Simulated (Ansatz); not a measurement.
Runs of Ansatz 0.2.0 on SiNi. The structure is orthorhombic, space group Pmmn (No. 59). Conventional cell: a = 2.943 Å, b = 3.280 Å, c = 4.677 Å, α = 90.00°, β = 90.00°, γ = 90.00°. Ni (site symmetry mm2) is surrounded by 6 Si at 2.34 to 2.37 Å and 4 Ni at 2.65 Å. Si (site symmetry mm2) has 6 Ni at 2.34 to 2.37 Å and 4 Si at 2.65 Å as nearest neighbours. The cell is a database's computed one.

| task | level | U | cell | k mesh | cutoff (eV) | hubbard projectors | double counting | points for each segment of the path | method | gap on the mesh (eV) | pressure (GPa) | moment (μB) | largest force (eV/Å) |
| --- | --- | --- | --- | --- | --- | --- | --- | --- | --- | --- | --- | --- | --- |
| relaxation of cell and atoms | LDA+U | Ni d U = 3 eV | relaxed | 9 × 8 × 6 | 420 | ortho-atomic (the default) | fll (the default) | - | - | none | 0.0 | 0.00 | - |
| band structure | LDA | - | as given | 9 × 8 × 6 | 420 | - | - | 14 | - | none | (a) | 0.00 | 0.24 |
| band structure | BLYP | - | as given | 9 × 8 × 6 | 420 | - | - | 14 | - | none | 15.6 | 0.00 | (b) |
| density of states | PBEsol | - | as given | 9 × 8 × 6 | 420 | - | - | - | - | none | 0.2 | 0.00 | 0.09 |
| phonons | r2SCAN | - | as given | 8 × 7 × 5 | 500 | - | - | - | fd | none | - | 0.00 | 0.02 |

Alike in all rows: potentials or basis Ansatz PAW; spin collinear, ferromagnetic start; smearing fermi-dirac 0.05 eV.

Question: Estimate the missing entries.

Answer: (a) -4.9; (b) 0.14.

Caveats: the PAW data sets come from PBE, with cores solved anew for the run's functional, which leaves a small shift of forces and pressure; the starting moments weren't kept (some runs); the magnetic or orbital state may not be the lowest (some runs); the plane-wave basis is chosen anew once the cell has moved, so the energies of steps on either side of that aren't comparable (some runs); the U is typed as a test and isn't derived for this compound (some runs); so large a pressure means that the cell lies far from this level's equilibrium, or that cutoff or potentials fall short (some runs).

A gap of «none» marks a metal or a gap under the smearing width.

Runs at the PBE level aren't shown here.
